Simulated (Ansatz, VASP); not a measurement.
One calculation of Al2Cu, two programs

```
Al Cu
1.0
    -2.02463    2.02463    2.86301
     2.02463   -2.02463    2.86301
     2.02463    2.02463   -2.86301
Al Cu
2 1
Direct
  0.75000 0.25000 0.50000
  0.25000 0.75000 0.50000
  0.50000 0.50000 0.00000
```

Alike in both runs: functional PBEsol; k mesh 14 × 14 × 14; occupations gaussian, width 0.1 eV; no spin polarisation.

Ansatz relaxed the structure, and its values are those at the end. VASP's run is a single point on that final structure, the one shown.

|  | VASP | Ansatz |
| --- | --- | --- |
| version | VASP 6.6.1 | Ansatz 0.2.0 |
| potentials or method | VASP PAW PBE potentials, release 64 (Al, Cu) | scalar-relativistic, plane waves, PAW |
| plane-wave cutoff (eV) | 520 | 420 |
| valence electrons in the cell | 17 | 25 |

|  | VASP | Ansatz | Ansatz less VASP |
| --- | --- | --- | --- |
| gap on the k mesh at the Fermi level (eV) | none | none | - |
| pressure (GPa) | 0.2 | 0.0 | -0.23 |

A gap of «none» marks a metal or a gap that the smearing closes. The two sets of potentials don't hold the same shells in valence.

Caveats: the PAW data sets were made with another functional, which shifts forces and pressure a little (VASP).
